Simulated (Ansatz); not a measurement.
# WC (F-43m) in Ansatz: convergence with wavefunction cutoff

Aim: find how far wavefunction cutoff must go before the results for WC settle, at LDA+U. This setting moves, with any that are tied to it; all else stays.

All numbers are computed with Ansatz 0.2.0; they aren't measurements. Logs are shortened: lines on timing, memory, paths and dates and some standing lists are left out, and cuts for length are marked.

## 1. The structure

It takes space group F-43m (No. 216, cubic). Conventional cell: a = 4.604 Å, b = 4.604 Å, c = 4.604 Å, α = 90.00°, β = 90.00°, γ = 90.00°. W (site symmetry -43m) is surrounded by 4 C at 1.99 Å. C (site symmetry -43m) is surrounded by 4 W at 1.99 Å.

The cell was built by a generator and needn't be a form met in nature.

## 2. With wavefunction cutoff 200 eV

The input, input.yaml:

```yaml
crystal:
  lattice:
    - [0.0, 2.3021091, 2.3021091]
    - [2.3021091, 0.0, 2.3021091]
    - [2.3021091, 2.3021091, 0.0]
  atoms:
    - { symbol: W, position: [0.0, 0.0, 0.0] }
    - { symbol: C, position: [0.75, 0.75, 0.75] }
hamiltonian:
  xc: lda
  pseudopotentials: { kind: paw_fr }
  hubbard: { sites: [{ species: W, l: d, u_eff: 3.0 }] }
magnetization:
  noncollinear: true
  spin_orbit: true
kpoints:
  mp_grid: { grid: [8, 8, 8] }
scf:
  occupations: { method: cold, width: 0.1 }
output:
  forces: true
  stress: true
  eigenvalues: true
basis:
  ecutwfc: "200 eV"
```

Potentials or basis: Ansatz PAW.

Launch:

```sh
ansatz run input.yaml --threads 2 --pin off --max-ram 5632MiB --backend cpu --events-out ev --progress --plain --runs-dir out
```

Log:

```text
Warning: basis.ecutwfc = 200 eV is below the records' recommended 420 eV, and the density's cutoff is lower with it unless basis.ecutrho_ratio is high enough to keep the records' density cutoff: compare with a run at a higher cutoff
Warning: RAYON_NUM_THREADS=2 ignored (pool sized by the plan → 2); use --threads N
W: projections on atomic orbitals take those of the free atom [Kr 4d10 4f14] 5s2 5p6 5d4 6s2, of charge +0.00 (hamiltonian.pseudopotentials.projection_atoms); the dataset's partial waves leave at most 1.4e-6 of an orbital's norm unspanned inside its sphere
C: projections on atomic orbitals take those of the free atom [He] 2s2 2p2, of charge +0.00 (hamiltonian.pseudopotentials.projection_atoms); the dataset's partial waves leave at most 1.6e-13 of an orbital's norm unspanned inside its sphere
Engine: ansatz 0.2.0, aarch64-unknown-linux-gnu
Pseudopotentials: kind: paw_fr
Pseudopotential: W, paw_fr, valence charge 14, recommended cutoff 420 eV (normal), W.paw.azcp#standard-fr
Pseudopotential: C, paw_fr, valence charge 4, recommended cutoff 420 eV (normal), C.paw.azcp#standard-fr
Functional definition: SPW92
  exchange = slater_x
  correlation = pw_c
non-collinear run that drives no moment, with spin-orbit: no starting moment large enough to seed its density (crystal.atoms[].spin), no starting occupations that ask for one, no magnetisation constraint and no magnetic field, so the semilocal B_xc is pinned to zero
Crystal: 2 atoms, lattice volume = 24.401 Å³
Basis set: ecut = 200 eV, 169 PW (Γ)
Bands: 26, of which v1, the nominal top of the filled ones, is band 18 counted from 1 (17 counted from 0)
Symmetry: 24 space group operations + 24 with time reversal
Magnetic group: BNS 216.75 (UNI 1577), of the structure as read, at distance tolerance 2.9e-5 Å
k-points: 29 of 512 (time reversal used)
Projection manifold: j_resolved (fully-relativistic pseudo-atomic orbitals)
Non-local potential: W, projectors of the file, l = 0: 3, l = 1: 4, l = 2: 4, l = 3: 2
Non-local potential: C, projectors of the file, l = 0: 2, l = 1: 4, l = 2: 2
PAW form: soft (Blöchl's): semilocal exchange-correlation on the pseudo side does not see the compensation charge
PAW frozen core: W, regenerated for the run's functional, and the local potential with it (the file was generated under x = pbe(κ = 0.804, μ = 0.2195149727645171), c = pbe(β = 0.06672455060314922))
PAW frozen core: C, regenerated for the run's functional, and the local potential with it (the file was generated under x = pbe(κ = 0.804, μ = 0.2195149727645171), c = pbe(β = 0.06672455060314922))
PAW one-centre angular grid: W, 590 points (default); XC on 64 Gauss nodes
PAW one-centre angular grid: C, 110 points (default); XC on 64 Gauss nodes
Initial density: superposition of atomic densities (chi_scale 0.1, normalization cell, long waves kept (reshape's long-wave potential 0.00 eV rms))
Initial wavefunctions: pseudopotential atomic-orbital guess
Functional: x = slater, c = lda
SCF iter   1: F=—  HF=-10388.487795 eV  |F-HF|=—  |Δ(HF+E_count)|=         —  Δρ=1.43e-1  dr2=6.44e0  dr2_m=0.00e0 (ungated)  ethr=3.10e-3  |M|=0.00e0 ∫|m|=0.00e0 μB  |m|>n=0.0e0 m-floor=0.0e0 τ_xc=0.0e0  β_m=0.30  ⟨swp⟩=5.7  Hψ=3821  notcnv=0
preconditioner: auto → none  [metal: Δε(μ)=0.026 eV  Ē_g=10.627 eV  σ=0.100 eV  W_gap=0.19  n_scr=8 (ndim 8)  ℏωp=23.8 eV  f_vac=0.000  D(μ)=1.53/eV (n_scr^D=14)  sad-step TF]
SCF iter   2: F=—  HF=-10387.274729 eV  |F-HF|=—  |Δ(HF+E_count)|=    1.21e0  S|Δr|=    0.00e0  Δρ=8.77e-2  dr2=2.29e0  dr2_m=0.00e0 (ungated)  ethr=3.10e-3  |M|=0.00e0 ∫|m|=0.00e0 μB  |m|>n=0.0e0 m-floor=0.0e0 τ_xc=0.0e0  β_m=0.52  ⟨swp⟩=2.2  Hψ=1417  notcnv=0  defer=90
SCF iter   3: F=—  HF=-10386.673372 eV  |F-HF|=—  |Δ(HF+E_count)|=   6.01e-1  S|Δr|=    0.00e0  Δρ=1.57e-2  dr2=2.94e-2  dr2_m=0.00e0 (ungated)  ethr=3.10e-3  |M|=0.00e0 ∫|m|=0.00e0 μB  |m|>n=0.0e0 m-floor=0.0e0 τ_xc=0.0e0  β_m=0.74  ⟨swp⟩=2.9  Hψ=1477  notcnv=0  defer=88
SCF iter   4: F=—  HF=-10386.689071 eV  |F-HF|=—  |Δ(HF+E_count)|=   1.57e-2  S|Δr|=    0.00e0  Δρ=3.07e-3  dr2=2.65e-3  dr2_m=0.00e0 (ungated)  ethr=1.63e-4  |M|=0.00e0 ∫|m|=0.00e0 μB  |m|>n=0.0e0 m-floor=0.0e0 τ_xc=0.0e0  β_m=0.67  ⟨swp⟩=2.1  Hψ=1282  notcnv=0  defer=86
SCF iter   5: F=—  HF=-10386.688429 eV  |F-HF|=—  |Δ(HF+E_count)|=   6.42e-4  S|Δr|=    0.00e0  Δρ=4.07e-4  dr2=3.45e-5  dr2_m=0.00e0 (ungated)  ethr=1.47e-5  |M|=0.00e0 ∫|m|=0.00e0 μB  |m|>n=0.0e0 m-floor=0.0e0 τ_xc=0.0e0  β_m=0.74  ⟨swp⟩=2.7  Hψ=1121  notcnv=0  defer=86
SCF iter   6: F=—  HF=-10386.688571 eV  |F-HF|=—  |Δ(HF+E_count)|=   1.41e-4  S|Δr|=    0.00e0  Δρ=8.82e-5  dr2=7.20e-7  dr2_m=0.00e0 (ungated)  ethr=1.91e-7  |M|=0.00e0 ∫|m|=0.00e0 μB  |m|>n=0.0e0 m-floor=0.0e0 τ_xc=0.0e0  β_m=0.87  ⟨swp⟩=2.0  Hψ=971  notcnv=0  defer=86
SCF iter   7: F=—  HF=-10386.688594 eV  |F-HF|=—  |Δ(HF+E_count)|=   2.33e-5  S|Δr|=    0.00e0  Δρ=2.43e-5  dr2=1.49e-7  dr2_m=0.00e0 (ungated)  ethr=5.56e-10  |M|=0.00e0 ∫|m|=0.00e0 μB  |m|>n=0.0e0 m-floor=0.0e0 τ_xc=0.0e0  β_m=0.90  ⟨swp⟩=9.7  Hψ=3433  notcnv=0
SCF iter   8: F=-10386.688594 eV  HF=-10386.688594 eV  |F-HF|=1.29e-10  |Δ(HF+E_count)|=   2.37e-8  S|Δr|=    0.00e0  Δρ=1.94e-6  dr2=9.43e-10  dr2_m=0.00e0 (ungated)  ethr=5.56e-10  |M|=0.00e0 ∫|m|=0.00e0 μB  |m|>n=0.0e0 m-floor=0.0e0 τ_xc=0.0e0  ⟨swp⟩=4.0  Hψ=1933  notcnv=0
SCF 1 converged in 8 iterations: F = -10386.688594 eV  dr2 = 9.43e-10
SCF converged after 8 iterations
Stability not checked: this state was not tested for a lower state beside it, because cold or Methfessel-Paxton smearing, or corrected tetrahedra, fill the levels in a way that the test cannot read (fill_not_monotonic; see scf.lower_state_search)
Magnetization: |M| = 0.0000 μB,  M = (+0.0000, +0.0000, +0.0000) μB
Absolute magnetization: 0.0000 μB (∫|m|)
  site 0: m = (+0.0000, +0.0000, +0.0000) μB, |m| = 0.0000 μB  (R = 0.82 Å)
  site 1: m = (+0.0000, +0.0000, +0.0000) μB, |m| = 0.0000 μB  (R = 0.82 Å)
Free energy (F): -10386.688594 eV
Harris-Foulkes:  -10386.688594 eV  (|F-HF|=1.29e-10)
Internal energy: -10386.689049 eV  (E = F + TS)
E sigma→0 (E₀):  -10386.688746 eV
Entropy (-TS):   0.000455 eV (0.227 meV/atom)
Fermi energy:    17.556988 eV
--- Per-component energies (eV) ---
  E_band       = -132.396515
  E_kinetic    = 541.811182
  E_local      = -865.143360  (includes V_loc(G=0)·N_el)
  E_nonlocal   = 23.672326
  E_hartree    = 298.742693
  E_xc         = -312.895575
  E_vxc        = -299.253328  (∫ρ·V_xc dr)
  E_hubbard    = 3.647663  (on-site DFT+U / exact-exchange correction)
  E_vhub       = 0.175895  (the Hubbard potential's part of the band-sum identity)
  E_paw        = -8416.481633  (= ΣΔE_a)
  E_vpaw       = -131.142317  (= ΣTr[D̂ρ^β])
  E_aug_tail   = -0.001760  (compensation charges beyond the density's cutoff)
  E_ewald      = -1660.396203
  E_core_change = 0.355620  (= ΣΔE_core)
  E_smearing   = 0.000455  (= −TS)
  E_closure    = -0.000000  (closes the sum)
  Σ components = -10386.688594   (vs F -10386.688594, Δ=0.00e0)
--- Hubbard shell moments (per corrected site; Tr N, ν in electrons; μ in μ_B) ---
  shell 0: Tr N=4.7463  μ_S=(+0.0000, +0.0000, +0.0000)  μ_L=(+0.0000, -0.0000, -0.0000)  μ=(+0.0000, +0.0000, -0.0000)  ν=0.1559 (axis n/a)
--- Forces (eV/Å), atoms counted from 1 ---
  atom   1  W     -0.00000000     0.00000000    -0.00000000
  atom   2  C      0.00000000     0.00000000    -0.00000000
  max |Σ_I F_I| component: 2.22e-16 eV/Å
--- Stress (GPa, compression-positive) ---
       13.542894       0.000000      -0.000000
       -0.000000      13.542894       0.000000
       -0.000000       0.000000      13.542894
  P = ⅓ Tr σ = 13.5429 GPa (135.429 kbar)
--- Band table (eV; the first three rows and the last of 29) ---
  k-point 0: bands = ["-57.9869", "-57.9869", "-29.0052", "-29.0052", "-18.9689", "-18.9689", "-18.9689", "-18.9689", "3.2799", "3.2799", "11.3420", "11.3420", "11.3420", "11.3420", "11.5993", "11.5993", "17.5943", "17.5943", "17.5943", "17.5943", "20.2661", "20.2661", "25.4893", "25.4893", "25.4893", "25.4893"]
  k-point 1: bands = ["-57.9761", "-57.9761", "-28.8810", "-28.8810", "-18.8731", "-18.8730", "-18.8529", "-18.8529", "3.5993", "3.5993", "11.2520", "11.2520", "11.5114", "11.5971", "11.7897", "11.7897", "17.4810", "17.5514", "17.5514", "17.7654", "20.9956", "20.9956", "25.1772", "25.1772", "25.6825", "26.0251"]
  k-point 2: bands = ["-57.9675", "-57.9675", "-28.8711", "-28.8711", "-18.9655", "-18.9655", "-18.8354", "-18.8354", "4.3706", "4.3706", "10.9819", "10.9819", "11.8161", "11.9538", "12.1697", "12.1697", "17.4142", "17.4142", "17.4217", "17.8568", "21.7720", "21.7720", "24.7864", "24.7864", "25.4870", "25.7933"]
  k-point 28: bands = ["-57.9494", "-57.9494", "-28.9004", "-28.8874", "-19.1162", "-19.0438", "-18.9997", "-18.9753", "5.9617", "6.3411", "11.2390", "11.4085", "12.6703", "12.6939", "14.0857", "14.3331", "15.2733", "16.1456", "17.4462", "18.1026", "19.5499", "19.7102", "21.6830", "21.8140", "23.7450", "24.5354"]
Occupation matrices written to <dir>
```

occupation_matrices:

```text
# The occupation matrices of the corrected shells as a run of Ansatz 0.0.0 ended. An entry of
[... 33 lines left out ...]
      - [[1.0164395367051604e-18, -3.7269449679189215e-20], [8.809142651444724e-20, -0.012258939612603423], [-0.012258939612603423, 4.70950318673391e-19], [-2.859583229930518e-18, 1.6263032587282567e-19], [-8.673617379884035e-19, 4.336808689942018e-19], [2.168404344971009e-19, -2.337810934421869e-18], [3.5236570605778894e-18, 7.691059161069047e-19], [-1.4564731528037694e-18, -2.168404344971009e-19], [1.2739375526704677e-18, 0.05375362004317867], [0.5157082286299495, -2.5057169157114334e-52]]
```

Run time: 2.6 s. Hardware: 2 threads of Arm Neoverse V2, shared host; peak memory 0.32 GiB.

Results:

```yaml
Free_energy: -10386.6886 eV
Pressure: 13.5 GPa
Band_gap_on_the_k_mesh: none (metal or under the smearing width)
```

## 3. With wavefunction cutoff 250 eV

input.yaml, as its differences from that of step 2:

```diff
@@ -24,2 +24,2 @@
 basis:
-  ecutwfc: "200 eV"
+  ecutwfc: "250 eV"
```

Potentials or basis: Ansatz PAW.

Launch:

```sh
ansatz run input.yaml --threads 2 --pin off --max-ram 5632MiB --backend cpu --events-out ev --progress --plain --runs-dir out
```

It took 2.8 s on 2 threads of Arm Neoverse V2, shared host; peak memory 0.33 GiB.

What came out:

```yaml
Free_energy: -10390.7151 eV
Pressure: 6.0 GPa
Band_gap_on_the_k_mesh: none (metal or under the smearing width)
```

## 4. With wavefunction cutoff 300 eV

input.yaml, as its differences from that of step 3:

```diff
@@ -24,2 +24,2 @@
 basis:
-  ecutwfc: "250 eV"
+  ecutwfc: "300 eV"
```

Launch:

```sh
ansatz run input.yaml --threads 2 --pin off --max-ram 5632MiB --backend cpu --events-out ev --progress --plain --runs-dir out
```

Wall time 3 s (2 threads of Arm Neoverse V2, shared host); peak memory 0.35 GiB.

What came out:

```
Free energy            : -10391.5394 eV
Pressure               : 7.5 GPa
Band gap on the k mesh : none (metal or under the smearing width)
```

## 5. With wavefunction cutoff 350 eV

input.yaml, as its differences from that of step 4:

```diff
@@ -24,2 +24,2 @@
 basis:
-  ecutwfc: "300 eV"
+  ecutwfc: "350 eV"
```

Launch:

```sh
ansatz run input.yaml --threads 2 --pin off --max-ram 5632MiB --backend cpu --events-out ev --progress --plain --runs-dir out
```

Run time: 3.5 s. Hardware: 2 threads of Arm Neoverse V2, shared host; peak memory 0.37 GiB.

Results:

| Quantity | Value |
| --- | --- |
| Free energy | -10391.7079 eV |
| Pressure | 7.5 GPa |
| Band gap on the k mesh | none (metal or under the smearing width) |

## 6. With wavefunction cutoff 400 eV

input.yaml, as its differences from that of step 5:

```diff
@@ -24,2 +24,2 @@
 basis:
-  ecutwfc: "350 eV"
+  ecutwfc: "400 eV"
```

Potentials or basis: Ansatz PAW.

Launch:

```sh
ansatz run input.yaml --threads 2 --pin off --max-ram 5632MiB --backend cpu --events-out ev --progress --plain --runs-dir out
```

It took 3.9 s on 2 threads of Arm Neoverse V2, shared host; peak memory 0.39 GiB.

The run converged. Its results:

| Property | Result |
| --- | --- |
| Free energy | -10391.7420 eV |
| Pressure | 7.5 GPa |
| Band gap on the k mesh | none (metal or under the smearing width) |

## 7. With wavefunction cutoff 450 eV

input.yaml, as its differences from that of step 6:

```diff
@@ -24,2 +24,2 @@
 basis:
-  ecutwfc: "400 eV"
+  ecutwfc: "450 eV"
```

Launch:

```sh
ansatz run input.yaml --threads 2 --pin off --max-ram 5632MiB --backend cpu --events-out ev --progress --plain --runs-dir out
```

Run time: 4 s. Hardware: 2 threads of Arm Neoverse V2, shared host; peak memory 0.4 GiB.

Results (log left out):

* Free energy: -10391.7495 eV
* Pressure: 7.5 GPa
* Band gap on the k mesh: none (metal or under the smearing width)

## 8. With wavefunction cutoff 500 eV

input.yaml, as its differences from that of step 7:

```diff
@@ -24,2 +24,2 @@
 basis:
-  ecutwfc: "450 eV"
+  ecutwfc: "500 eV"
```

Launch:

```sh
ansatz run input.yaml --threads 2 --pin off --max-ram 5632MiB --backend cpu --events-out ev --progress --plain --runs-dir out
```

It took 4.3 s on 2 threads of Arm Neoverse V2, shared host; peak memory 0.41 GiB.

Results (log left out):

```
Free energy            : -10391.7507 eV
Pressure               : 7.5 GPa
Band gap on the k mesh : none (metal or under the smearing width)
```

## 9. With wavefunction cutoff 600 eV

input.yaml, as its differences from that of step 8:

```diff
@@ -24,2 +24,2 @@
 basis:
-  ecutwfc: "500 eV"
+  ecutwfc: "600 eV"
```

Potentials or basis: Ansatz PAW.

Launch:

```sh
ansatz run input.yaml --threads 2 --pin off --max-ram 5632MiB --backend cpu --events-out ev --progress --plain --runs-dir out
```

It took 5.5 s on 2 threads of Arm Neoverse V2, shared host; peak memory 0.45 GiB.

It converged, with:

| Quantity | Value |
| --- | --- |
| Free energy | -10391.7511 eV |
| Pressure | 7.5 GPa |
| Band gap on the k mesh | none (metal or under the smearing width) |

## 10. With wavefunction cutoff 800 eV

input.yaml, as its differences from that of step 9:

```diff
@@ -24,2 +24,2 @@
 basis:
-  ecutwfc: "600 eV"
+  ecutwfc: "800 eV"
```

Launch:

```sh
ansatz run input.yaml --threads 2 --pin off --max-ram 5632MiB --backend cpu --events-out ev --progress --plain --runs-dir out
```

It took 7.5 s on 2 threads of Arm Neoverse V2, shared host; peak memory 0.51 GiB.

The run converged. Its results:

- Free energy: -10391.7517 eV
- Pressure: 7.5 GPa
- Band gap on the k mesh: none (metal or under the smearing width)

## 11. Result

| wavefunction cutoff | energy less the tightest run, at zero smearing (meV/atom) | pressure (GPa) | SCF cycles | CPU time (s) | peak memory (GiB) |
| --- | --- | --- | --- | --- | --- |
| 200 eV | 2531.58 | 13.54 | 8 | 4.7 | 0.32 |
| 250 eV | 518.25 | 6.03 | 8 | 5.1 | 0.33 |
| 300 eV | 106.12 | 7.53 | 8 | 5.6 | 0.35 |
| 350 eV | 21.88 | 7.54 | 8 | 6.5 | 0.37 |
| 400 eV | 4.84 | 7.49 | 8 | 7.2 | 0.39 |
| 450 eV | 1.07 | 7.49 | 8 | 7.6 | 0.4 |
| 500 eV | 0.45 | 7.49 | 8 | 8.1 | 0.41 |
| 600 eV | 0.26 | 7.49 | 8 | 10 | 0.45 |
| 800 eV | 0.00 | 7.48 | 8 | 14 | 0.51 |

Against the tightest run, the energy stays within 1 meV/atom from 500 eV on; the pressure stays within 0.1 GPa from 300 eV on. The tightest run that finished is the yardstick and may itself not be fully converged.

Caveats: U without spin polarisation on a metal has little footing; the PAW data sets come from PBE, with cores solved anew for the run's functional, which leaves a small shift of forces and pressure; the U is typed as a test and isn't derived for this compound.
